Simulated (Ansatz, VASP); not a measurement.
**LiF in VASP and in Ansatz**

The input INCAR:

```
SYSTEM = LiF
AGGAC    = 1.0          
AGGAX    = 1.0          
ALDAC    = 0.0          
ALDAX    = 1.0          
ALGO     = Normal         ! electronic algorithm
EDIFF    = 1E-6           ! SCF threshold, eV
EDIFFG   = -0.01          ! ionic threshold
ENCUT    = 600            ! plane-wave cutoff, eV
GGA      = B5             ! functional
IBRION   = 2              ! ionic algorithm
ISIF     = 3              ! what is computed and relaxed
ISMEAR   = 1              ! smearing method
IVDW     = 12             ! dispersion correction
LASPH    = .TRUE.         ! aspherical terms in the spheres
LCHARG   = .FALSE.        ! write CHGCAR
LREAL    = .FALSE.        ! projectors in reciprocal space
LWAVE    = .FALSE.        ! write WAVECAR
NELM     = 80             ! most SCF steps
NSW      = 60             ! ionic steps
PREC     = Accurate       ! precision mode
SIGMA    = 0.02           ! smearing width, eV
VDW_A1   = 0.4298       
VDW_A2   = 4.2359       
VDW_S6   = 1.0          
VDW_S8   = 2.6996
```

The input KPOINTS:

```
k-points
0
G
  8 8 8
  0 0 0
```

File POSCAR:

```
LiF
1.0
    2.5595330000      0.0000000000      0.0000000000
    0.0000000000      2.5595330000      0.0000000000
    0.0000000000      0.0000000000      2.5595330000
Li F
1 1
Direct
    0.0000000000      0.0000000000      0.0000000000
    0.5000000000      0.5000000000      0.5000000000
```

Input for Ansatz:

```yaml
crystal:
  lattice:
    - [2.559533, 0.0, 0.0]
    - [0.0, 2.559533, 0.0]
    - [0.0, 0.0, 2.559533]
  atoms:
    - { symbol: Li, position: [0.0, 0.0, 0.0] }
    - { symbol: F, position: [0.5, 0.5, 0.5] }
basis:
  ecutwfc: 420.0
kpoints:
  mp_grid:
    grid: [8, 8, 8]
hamiltonian:
  xc: blyp
  dispersion: d3bj
scf:
  occupations:
    method: cold
    width: 0.02
relax:
  max_steps: 40
  cell: {}
```

Measurements of this composition are mostly on another form, of space group No. 225.

Alike in both runs: task relaxation of cell and atoms; functional BLYP; dispersion D3(BJ); k mesh 8 × 8 × 8; no spin polarisation.

```csv
,VASP,Ansatz
version,VASP 6.6.1,Ansatz 0.2.0
potentials or method,"VASP PAW PBE potentials, release 64 (Li_sv, F)","plane waves, PAW"
plane-wave cutoff (eV),600,420
occupations,"methfessel-paxton of order 1, width 0.02 eV","cold, width 0.02 eV"
valence electrons in the cell,10,10
```

|  | VASP | Ansatz | Ansatz less VASP |
| --- | --- | --- | --- |
| relaxed volume (Å³/atom) | 7.62 | 7.69 | +0.067 |
| relaxed cell length with the largest relative difference (Å) | 2.479 | 2.487 | +0.0073 |
| energy change over the relaxation (meV/atom) | -17 | -14 | +2.8 |

Caveats: the cutoff is under 1.25 times the usual one of these potentials, so pressure, stress and relaxed cells hold a basis-set (Pulay) error (VASP); the PAW data sets were made with another functional, which shifts forces and pressure a little (VASP). A k mesh can miss the band edges.
